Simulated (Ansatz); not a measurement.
**TaN: how the free axis answers a strain**

TaN, P-6m2, a = 2.924 Å, c = 2.871 Å. This isn't the usual stable structure of the compound. Ansatz: PBEsol, PAW, 420 eV, Γ-centred 24×24×18 mesh on 2 atoms, Gaussian smearing 0.10 eV; no spin polarisation. Series: biaxial strain in the a-b plane, c and atoms relaxed; x is the strain in per cent. y is the change of c in per cent of 2.871 Å.

| x (%) | y (%) |
| --- | --- |
| -4.5 | 1.93 |
| -3.0 | 1.23 |
| -1.5 | 0.59 |
| 0.0 | 0.00 |
| 1.5 | -0.53 |
| 3.0 | ? |
| 4.5 | -1.45 |

Problem. Fit y = c1 x + c2 x² to the other rows, say what c1 measures, and predict the missing y.

Solution. Least squares on the rows shown. y = −0.3752 x + 0.01185 x². With no stress along c, c1 = −2C13/C33 = -0.375. At x = 3.0 the fit asked for gives -1.02 %. The run gave -1.02 %, the same to the digits shown.

Spin–orbit coupling is left out, which can shift energies with elements as heavy as these.